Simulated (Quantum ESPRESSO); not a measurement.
Te:

```
Te
1.0
     3.82029   -2.14820    0.00000
     3.82029    2.14820    0.00000
    -0.09429    0.00000    5.97609
Te
3
Cartesian
  0.0000 0.0000 0.0000
  2.3324 0.0000 2.0248
  5.2139 0.0000 3.9513
```

This isn't the form of Te at room conditions, which is trigonal, of chains.

| Item | Value |
| --- | --- |
| Program | Quantum ESPRESSO 7.5 |
| Task | single point |
| Functional | PBEsol |
| Potentials or basis | GBRV 1.5 PBEsol |
| Cutoff | 612 eV |
| Density cutoff | 4898 eV |
| k mesh | 7 × 7 × 5 |
| Occupations | fermi-dirac, width 0.05 eV |
| Spin | no spin polarisation |

On this cell: pressure -2.1 GPa; largest force 0.136 eV/Å; band gap on the k mesh not listed.

The same run follows on a disturbed copy (atoms moved at random, drawn with an rms of 0.05 Å):

```xyz
3
Lattice="3.8203 -2.1482 0.0000 3.8203 2.1482 0.0000 -0.0943 0.0000 5.9761" Properties=species:S:1:pos:R:3 pbc="T T T"
Te    0.0034    0.0061    0.0313
Te    2.3199   -0.0141    2.0220
Te    5.1969   -0.0342    3.9592
```

**Question.** What changes?

**Answer.** The energy moves by -0.2 meV/atom; pressure -2.1 GPa; largest force 0.147 eV/Å; band gap on the k mesh none (metal or under the smearing width).

Forces on the atoms (eV/Å):
```
Te   0.035 -0.028 -0.035
Te   0.105  0.041 -0.005
Te  -0.141 -0.013  0.039
```

Stress tensor (GPa, compression positive):
```
-2.02 -0.02  0.07
-0.02 -1.84  0.04
 0.07  0.04 -2.34
```
